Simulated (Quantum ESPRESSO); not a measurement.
# Si (Fd-3m) in Quantum ESPRESSO: further runs, part 2 of 2

Quantum ESPRESSO 7.5. Earlier steps stand in the parts before.

## 3. Phonon dispersion, PBE

Input file pw.in:

```
&CONTROL
  calculation = 'scf'
  prefix = 'pwscf'
  outdir = './tmp'
  pseudo_dir = './pseudo'
  tprnfor = .true.
  tstress = .true.
  disk_io = 'low'
/
&SYSTEM
  ibrav = 0
  nat = 2
  ntyp = 1
  ecutwfc = 45
  ecutrho = 360
  nbnd = 9
  occupations = 'smearing'
  smearing = 'fd'
  degauss = 0.00367493
/
&ELECTRONS
  conv_thr = 4d-10
  electron_maxstep = 120
  mixing_beta = 0.5
/
ATOMIC_SPECIES
Si    28.0850 si_pbe_v1.uspp.F.UPF
CELL_PARAMETERS bohr
   0.0000000000    5.1435532945    5.1435532945
   5.1435532945    0.0000000000    5.1435532945
   5.1435532945    5.1435532945    0.0000000000
ATOMIC_POSITIONS bohr
Si     5.1435532945    5.1435532945    5.1435532945
Si     7.7153299417    7.7153299417    7.7153299417
K_POINTS automatic
6 6 6 1 1 1
```

Input file relax.in:

```
&CONTROL
  calculation = 'vc-relax'
  prefix = 'pwscf'
  outdir = './tmp'
  pseudo_dir = './pseudo'
  tprnfor = .true.
  tstress = .true.
  disk_io = 'low'
  nstep = 40
  forc_conv_thr = 0.0001
  etot_conv_thr = 1d-06
/
&SYSTEM
  ibrav = 0
  nat = 2
  ntyp = 1
  ecutwfc = 45
  ecutrho = 360
  nbnd = 9
  occupations = 'smearing'
  smearing = 'fd'
  degauss = 0.00367493
/
&ELECTRONS
  conv_thr = 4d-10
  electron_maxstep = 120
  mixing_beta = 0.5
/
&IONS
  ion_dynamics = 'bfgs'
/
&CELL
  cell_dynamics = 'bfgs'
  press = 0
  press_conv_thr = 0.2
/
ATOMIC_SPECIES
Si    28.0850 si_pbe_v1.uspp.F.UPF
CELL_PARAMETERS bohr
   0.0000000000    5.1435532945    5.1435532945
   5.1435532945    0.0000000000    5.1435532945
   5.1435532945    5.1435532945    0.0000000000
ATOMIC_POSITIONS bohr
Si     5.1435532945    5.1435532945    5.1435532945
Si     7.7153299417    7.7153299417    7.7153299417
K_POINTS automatic
6 6 6 1 1 1
```

Input file scf2.in:

```
&CONTROL
  calculation = 'scf'
  prefix = 'pwscf'
  outdir = './tmp'
  pseudo_dir = './pseudo'
  tprnfor = .true.
  tstress = .true.
  disk_io = 'low'
/
&SYSTEM
  ibrav = 0
  nat = 2
  ntyp = 1
  ecutwfc = 45
  ecutrho = 360
  nbnd = 9
  occupations = 'fixed'
/
&ELECTRONS
  conv_thr = 1d-13
  electron_maxstep = 120
  mixing_beta = 0.5
  startingpot = 'file'
  startingwfc = 'file'
/
ATOMIC_SPECIES
Si    28.0850 si_pbe_v1.uspp.F.UPF
CELL_PARAMETERS bohr
   0.0000000000    5.1663622391    5.1663622391
   5.1663622391    0.0000000000    5.1663622391
   5.1663622391    5.1663622391    0.0000000000
ATOMIC_POSITIONS bohr
Si     5.1663622391    5.1663622391    5.1663622391
Si     7.7495433586    7.7495433586    7.7495433586
K_POINTS automatic
6 6 6 1 1 1
```

Input file ph.in:

```
phonon_bands of Si
&INPUTPH
  prefix = 'pwscf'
  outdir = './tmp'
  tr2_ph = 1d-18
  fildyn = 'dyn'
  niter_ph = 90
  alpha_mix(1) = 0.7
  epsil = .true.
  ldisp = .true.
  nq1 = 3
  nq2 = 3
  nq3 = 3
/
```

Input file q2r.in:

```
&INPUT
  fildyn = 'dyn'
  zasr = 'crystal'
  flfrc = 'fc'
/
```

Input file matdyn.in:

```
&INPUT
  asr = 'crystal'
  flfrc = 'fc'
  flfrq = 'freq'
  q_in_cryst_coord = .true.
  flvec = ' '
/
80
 0.0000000000  0.0000000000  0.0000000000
 0.0454545455  0.0000000000  0.0454545455
 0.0909090909  0.0000000000  0.0909090909
 0.1363636364  0.0000000000  0.1363636364
 0.1818181818  0.0000000000  0.1818181818
 0.2272727273  0.0000000000  0.2272727273
 0.2727272727  0.0000000000  0.2727272727
 0.3181818182  0.0000000000  0.3181818182
 0.3636363636  0.0000000000  0.3636363636
 0.4090909091  0.0000000000  0.4090909091
 0.4545454545  0.0000000000  0.4545454545
 0.5000000000  0.0000000000  0.5000000000
 0.5000000000  0.0500000000  0.5500000000
 0.5000000000  0.1000000000  0.6000000000
 0.5000000000  0.1500000000  0.6500000000
 0.5000000000  0.2000000000  0.7000000000
 0.5000000000  0.2500000000  0.7500000000
 0.4687500000  0.2812500000  0.7500000000
 0.4375000000  0.3125000000  0.7500000000
 0.4062500000  0.3437500000  0.7500000000
 0.3750000000  0.3750000000  0.7500000000
 0.3461538462  0.3461538462  0.6923076923
 0.3173076923  0.3173076923  0.6346153846
 0.2884615385  0.2884615385  0.5769230769
 0.2596153846  0.2596153846  0.5192307692
 0.2307692308  0.2307692308  0.4615384615
 0.2019230769  0.2019230769  0.4038461538
 0.1730769231  0.1730769231  0.3461538462
 0.1442307692  0.1442307692  0.2884615385
 0.1153846154  0.1153846154  0.2307692308
 0.0865384615  0.0865384615  0.1730769231
 0.0576923077  0.0576923077  0.1153846154
 0.0288461538  0.0288461538  0.0576923077
 0.0000000000  0.0000000000  0.0000000000
 0.0454545455  0.0454545455  0.0454545455
 0.0909090909  0.0909090909  0.0909090909
 0.1363636364  0.1363636364  0.1363636364
 0.1818181818  0.1818181818  0.1818181818
 0.2272727273  0.2272727273  0.2272727273
 0.2727272727  0.2727272727  0.2727272727
 0.3181818182  0.3181818182  0.3181818182
 0.3636363636  0.3636363636  0.3636363636
 0.4090909091  0.4090909091  0.4090909091
 0.4545454545  0.4545454545  0.4545454545
 0.5000000000  0.5000000000  0.5000000000
 0.5178571429  0.4642857143  0.5178571429
 0.5357142857  0.4285714286  0.5357142857
 0.5535714286  0.3928571429  0.5535714286
 0.5714285714  0.3571428571  0.5714285714
 0.5892857143  0.3214285714  0.5892857143
 0.6071428571  0.2857142857  0.6071428571
 0.6250000000  0.2500000000  0.6250000000
 0.5937500000  0.2500000000  0.6562500000
 0.5625000000  0.2500000000  0.6875000000
 0.5312500000  0.2500000000  0.7187500000
 0.5000000000  0.2500000000  0.7500000000
 0.5000000000  0.2750000000  0.7250000000
 0.5000000000  0.3000000000  0.7000000000
 0.5000000000  0.3250000000  0.6750000000
 0.5000000000  0.3500000000  0.6500000000
 0.5000000000  0.3750000000  0.6250000000
 0.5000000000  0.4000000000  0.6000000000
 0.5000000000  0.4250000000  0.5750000000
 0.5000000000  0.4500000000  0.5500000000
 0.5000000000  0.4750000000  0.5250000000
 0.5000000000  0.5000000000  0.5000000000
 0.4861111111  0.4861111111  0.5277777778
 0.4722222222  0.4722222222  0.5555555556
 0.4583333333  0.4583333333  0.5833333333
 0.4444444444  0.4444444444  0.6111111111
 0.4305555556  0.4305555556  0.6388888889
 0.4166666667  0.4166666667  0.6666666667
 0.4027777778  0.4027777778  0.6944444444
 0.3888888889  0.3888888889  0.7222222222
 0.3750000000  0.3750000000  0.7500000000
 0.6250000000  0.2500000000  0.6250000000
 0.5937500000  0.1875000000  0.5937500000
 0.5625000000  0.1250000000  0.5625000000
 0.5312500000  0.0625000000  0.5312500000
 0.5000000000  0.0000000000  0.5000000000
```

Input file matdyn_dos.in:

```
&INPUT
  asr = 'crystal'
  flfrc = 'fc'
  dos = .true.
  fldos = 'phdos'
  nk1 = 9
  nk2 = 9
  nk3 = 9
  deltaE = 1
  flvec = ' '
  flfrq = ' '
/
```

Input file matdyn_mesh.in:

```
&INPUT
  asr = 'crystal'
  flfrc = 'fc'
  flfrq = 'mesh'
  q_in_cryst_coord = .true.
  flvec = ' '
/
512
 0.06250000  0.06250000  0.06250000
 0.06250000  0.06250000  0.18750000
 0.06250000  0.06250000  0.31250000
[... 509 further points of the even 8 x 8 x 8 mesh, shifted by half a step ...]
```

Potentials or basis: GBRV 1.5 PBE.

Started as:

```console
> OMP_NUM_THREADS=1 mpirun -n 4 pw.x -nk 4 -in pw.in > pw.out
> OMP_NUM_THREADS=1 mpirun -n 4 pw.x -nk 4 -in relax.in > relax.out
> OMP_NUM_THREADS=1 mpirun -n 4 pw.x -nk 4 -in scf2.in > scf2.out
> OMP_NUM_THREADS=1 mpirun -n 4 ph.x -nk 4 -in ph.in > ph.out
> OMP_NUM_THREADS=1 mpirun -n 1 q2r.x -in q2r.in > q2r.out
> OMP_NUM_THREADS=1 mpirun -n 1 matdyn.x -in matdyn.in > matdyn.out
> OMP_NUM_THREADS=1 mpirun -n 1 matdyn.x -in matdyn_dos.in > matdyn_dos.out
> OMP_NUM_THREADS=1 mpirun -n 1 matdyn.x -in matdyn_mesh.in > matdyn_mesh.out
```

pw.out:

```text
This program is part of the open-source Quantum ESPRESSO suite
     for quantum simulation of materials; please cite
[... 6 lines left out ...]
     using ibrav=0 with symmetry is DISCOURAGED, use correct ibrav instead

     K-points division:     npool     =       4
     Subspace diagonalization in iterative solution of the eigenvalue problem:
     a serial algorithm will be used

     G-vector sticks info
     --------------------
     sticks:   dense  smooth     PW     G-vecs:    dense   smooth      PW
     Sum        1303     649    211                31283    11017    1989

     Using Slab Decomposition

     bravais-lattice index     =            0
     lattice parameter (alat)  =       7.2741  a.u.
     unit-cell volume          =     272.1571 (a.u.)^3
     number of atoms/cell      =            2
     number of atomic types    =            1
     number of electrons       =         8.00
     number of Kohn-Sham states=            9
     kinetic-energy cutoff     =      45.0000  Ry
     charge density cutoff     =     360.0000  Ry
     scf convergence threshold =      4.0E-10
     mixing beta               =       0.5000
     number of iterations used =            8  plain     mixing
     Exchange-correlation= SLA  PW   PBE  PBE
                           (   1   4   3   4   0   0   0)

     celldm(1)=   7.274083  celldm(2)=   0.000000  celldm(3)=   0.000000
[... 84 lines left out ...]
     Diagonalizing with lowered threshold

     Davidson diagonalization with overlap
     ethr =  6.74E-04,  avg # of iterations =  1.3

     total energy              =     -19.19314974 Ry
     estimated scf accuracy    <       0.05559214 Ry
[... 12 lines left out ...]
     total energy              =     -19.19327833 Ry
     estimated scf accuracy    <       0.00014516 Ry

     iteration #  4     ecut=    45.00 Ry     beta= 0.50
     Davidson diagonalization with overlap
     c_bands:  1 eigenvalues not converged
     ethr =  1.81E-06,  avg # of iterations =  6.3

     total energy              =     -19.19333063 Ry
     estimated scf accuracy    <       0.00000035 Ry

     iteration #  5     ecut=    45.00 Ry     beta= 0.50
     Davidson diagonalization with overlap
     ethr =  4.40E-09,  avg # of iterations =  4.6
[... 11 lines left out ...]
     iteration #  7     ecut=    45.00 Ry     beta= 0.50
     Davidson diagonalization with overlap
     ethr =  2.56E-11,  avg # of iterations =  2.5

     End of self-consistent calculation

          k = 0.0589 0.0589 0.0589 (  1390 PWs)   bands (ev):

    -5.7018   5.2587   5.9744   5.9744   8.7121   8.8906   8.8906  10.0727
    13.5788
[... 73 lines left out ...]
    -2.2687  -1.0134   2.9673   3.3604   6.9098   7.4755  15.1509  15.2438
    16.9402

          k =-0.5303 0.1768-0.0589 (  1382 PWs)   bands (ev):

    -3.2016   0.1085   2.7171   3.5093   7.8549   9.1330  11.8589  13.6686
    16.3161

          k =-0.4125 0.0589 0.0589 (  1384 PWs)   bands (ev):
[... 51 lines left out ...]
    -3.2077  -0.6175   3.1446   4.5351   8.3045  10.1721  10.5138  14.0696
    14.6438

     the Fermi energy is     6.4300 ev

!    total energy              =     -19.19333359 Ry
     estimated scf accuracy    <          1.5E-10 Ry
     smearing contrib. (-TS)   =      -0.00000032 Ry
     internal energy E=F+TS    =     -19.19333327 Ry

     The total energy is F=E-TS. E is the sum of the following terms:
     one-electron contribution =       5.05366480 Ry
     hartree contribution      =       1.12209711 Ry
     xc contribution           =      -8.61243616 Ry
     ewald contribution        =     -16.75665902 Ry

     convergence has been achieved in   7 iterations

     Forces acting on atoms (cartesian axes, Ry/au):

     atom    1 type  1   force =    -0.00000000   -0.00000000    0.00000000
     atom    2 type  1   force =     0.00000000    0.00000000   -0.00000000

     Total force =     0.000000     Total SCF correction =     0.000000

     Computing stress (Cartesian axis) and pressure

          total   stress  (Ry/bohr**3)                   (kbar)     P=       12.11
   0.00008232   0.00000000   0.00000000           12.11        0.00        0.00
   0.00000000   0.00008232   0.00000000            0.00       12.11        0.00
   0.00000000   0.00000000   0.00008232            0.00        0.00       12.11

=------------------------------------------------------------------------------=
   JOB DONE.
=------------------------------------------------------------------------------=
```

Wall time 3.4 min (4 MPI ranks of AMD EPYC 9R45 (Zen 5), shared host); peak memory 0.52 GiB.

Results:

| Item | Value |
| --- | --- |
| Free energy | -261.1406 eV |
| Relaxed volume | 20.43 Å³/atom |
| Relaxed cell | a = 3.866 Å, b = 3.866 Å, c = 3.866 Å, α = 60.00°, β = 60.00°, γ = 60.00° |
| Space group after relaxing (to 0.05 Å) | Fd-3m (No. 227) |
| Pressure after relaxing | 0.0 GPa |
| Electronic dielectric tensor (diagonal) | 13.09 |
| Born charges (mean of the diagonal) | Si -0.01 e |
| Highest phonon frequency | 503 cm⁻¹ |
| Zero-point energy | 0.060 eV/atom |

The path:
```csv
step,energy change (eV),largest force (eV/Å),pressure (GPa),volume (Å³)
1,0.0000,0.0000,1.21,40.33
2,-0.0014,0.0000,0.64,40.58
3,-0.0020,0.0000,0.03,40.85
4,-0.0020,0.0000,0.00,40.87
```

Final structure:
```cif
data_structure
_symmetry_space_group_name_H-M 'P 1'
_symmetry_Int_Tables_number 1
_cell_length_a 3.8663
_cell_length_b 3.8663
_cell_length_c 3.8663
_cell_angle_alpha 60.000
_cell_angle_beta 60.000
_cell_angle_gamma 60.000
_cell_volume 40.87
loop_
_atom_site_label
_atom_site_type_symbol
_atom_site_fract_x
_atom_site_fract_y
_atom_site_fract_z
_atom_site_occupancy
Si1 Si 0.50000 0.50000 0.50000 1
Si2 Si 0.75000 0.75000 0.75000 1
```

Levels at points of the mesh, in eV from the valence-band top:
| k point | band 2 | band 3 | band 4 | band 5 | band 6 | band 7 |
| --- | --- | --- | --- | --- | --- | --- |
| (0.08, 0.08, 0.08) | -0.72 | 0.00 | 0.00 | 2.71 | 2.91 | 2.91 |

Phonon frequencies in cm⁻¹ (negative: imaginary):
```csv
q point,frequencies
"(0.000, 0.000, 0.000)",0 0 0 503 503 503
"(0.318, 0.000, 0.318)",141 141 290 455 455 468
"(0.500, 0.150, 0.650)",165 165 369 369 450 450
"(0.346, 0.346, 0.692)",147 215 338 366 449 468
"(0.144, 0.144, 0.288)",96 123 201 479 485 488
"(0.091, 0.091, 0.091)",43 43 89 500 500 500
"(0.409, 0.409, 0.409)",107 107 333 424 476 476
"(0.589, 0.321, 0.589)",143 205 336 374 453 469
"(0.500, 0.275, 0.725)",177 194 347 360 452 456
"(0.500, 0.450, 0.550)",114 127 366 389 471 474
"(0.431, 0.431, 0.639)",137 186 343 379 459 472
"(0.562, 0.125, 0.562)",134 155 382 388 439 449
```

Electronic dielectric tensor:
```
13.09  0.00  0.00
 0.00 13.09  0.00
 0.00  0.00 13.09
```

Born effective charge tensors (e):
atom 1, Si
```
-0.01  0.00  0.00
 0.00 -0.01  0.00
 0.00  0.00 -0.01
```
atom 2, Si
```
-0.01  0.00  0.00
 0.00 -0.01  0.00
 0.00  0.00 -0.01
```

Phonon frequencies at the corners of the path (cm⁻¹, interpolated; i marks imaginary ones):
```csv
point,frequencies
Γ,0 0 0 503 503 503
X,129 129 398 398 438 438
W,185 185 354 354 454 454
K,144 201 352 368 445 463
L,106 106 373 391 474 474
U,144 201 352 368 445 463
```

Phonon states per cell in windows of 25 cm⁻¹ (negative: imaginary):
```csv
from (cm⁻¹),total
0,0.00
25,0.00
50,0.03
75,0.07
100,0.30
125,0.76
150,0.49
175,0.35
200,0.09
225,0.05
250,0.08
275,0.12
300,0.22
325,0.36
350,0.13
375,0.32
400,0.24
425,0.32
450,1.51
475,0.55
500,0.01
```

Harmonic thermodynamics per atom at this volume (zero-point energy 60.3 meV, Debye temperature from the second moment 657 K):
| T (K) | free energy (meV) | entropy (k_B) | heat capacity Cv (k_B) |
| --- | --- | --- | --- |
| 50 | 60.2 | 0.11 | 0.31 |
| 100 | 59.0 | 0.52 | 0.93 |
| 200 | 50.3 | 1.50 | 1.92 |
| 298.15 | 33.9 | 2.36 | 2.40 |
| 500 | -19.7 | 3.71 | 2.76 |
| 800 | -134.1 | 5.05 | 2.90 |
